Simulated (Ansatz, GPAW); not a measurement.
This is a calculation of HgTe (Coloradoite) for Ansatz 0.2.0. 

File input.yaml:

```yaml
crystal:
  lattice:
    - [0.0, 3.2145, 3.2145]
    - [3.2145, 0.0, 3.2145]
    - [3.2145, 3.2145, 0.0]
  atoms:
    - { symbol: Hg, position: [0.0, 0.0, 0.0] }
    - { symbol: Te, position: [0.75, 0.75, 0.75] }
kpoints:
  mp_grid: { grid: [7, 7, 7] }
scf:
  occupations: { method: gaussian, width: 0.028 }
hamiltonian:
  xc: pbe
  pseudopotentials: { kind: all_electron, lapw: { basis_error: 0.001 } }
output:
  forces: true
  stress: true
  eigenvalues: true
```

Potentials or basis: all-electron LAPW, scalar-relativistic.

Run with:

```console
$ ansatz run input.yaml --threads 1 --pin off --max-ram 3072MiB --backend cpu --events-out ev --progress --plain --runs-dir out
```

Problem. Translate it to GPAW 26.7.0 (ASE script). Potentials or basis there: GPAW PAW data sets (gpaw-data 1.2.1), cutoff 600 eV.

Solution. As run (cutoffs and basis follow the program's own potentials, and thresholds, step limits or extra output files can differ):

File run.py:

```python
from ase import Atoms
from ase.dft.bandgap import bandgap
from ase.io import write
from ase.units import Bohr, GPa
from gpaw import GPAW, PW
from gpaw.elf import elf_from_dft_calculation

atoms = Atoms(['Hg', 'Te'],
              cell=[[0.0, 3.2145, 3.2145],
                    [3.2145, 0.0, 3.2145],
                    [3.2145, 3.2145, 0.0]],
              scaled_positions=[[0.0, 0.0, 0.0],
                                [0.75, 0.75, 0.75]],
              pbc=True)

calc = GPAW(mode=PW(600),
            xc='PBE',
            kpts={'size': (7, 7, 7), 'gamma': True},
            occupations={'name': 'methfessel-paxton', 'order': 0, 'width': 0.028000000000000004},
            nbands=18,
            convergence={'density': 1e-05, 'energy': 1e-05},
            maxiter=150,
            txt='gpaw.txt')
atoms.calc = calc
energy = atoms.get_potential_energy()
forces = atoms.get_forces()
stress = atoms.get_stress()
calc.write('gs.gpw')
write('result.traj', atoms)
print(f'Energy: {energy:.6f} eV')
print('Forces (eV/A):')
print(forces.round(4))
print('Stress (GPa):', (stress / GPa).round(3))
print('Fermi level:', round(calc.get_fermi_level(), 4), 'eV')
print(f'Gap: {bandgap(calc)[0]:.4f} eV, direct: {bandgap(calc, direct=True)[0]:.4f} eV')

# fields on the real-space grid
write('density.cube', atoms, data=calc.get_pseudo_density() * Bohr**3)
write('potential.cube', atoms, data=calc.get_electrostatic_potential())
write('elf.cube', atoms, data=elf_from_dft_calculation(calc).data)
```

Potentials or basis: GPAW PAW data sets (gpaw-data 1.2.1), pw.

Command:

```console
$ OMP_NUM_THREADS=1 python run.py
```

Both were run:

|  | Ansatz | GPAW |
| --- | --- | --- |
| Pressure | 4.6 GPa | 4.5 GPa |

Where Ansatz's input types no cutoff or centring, it takes its own default and a Γ-centred mesh.

Pressure is positive in compression.
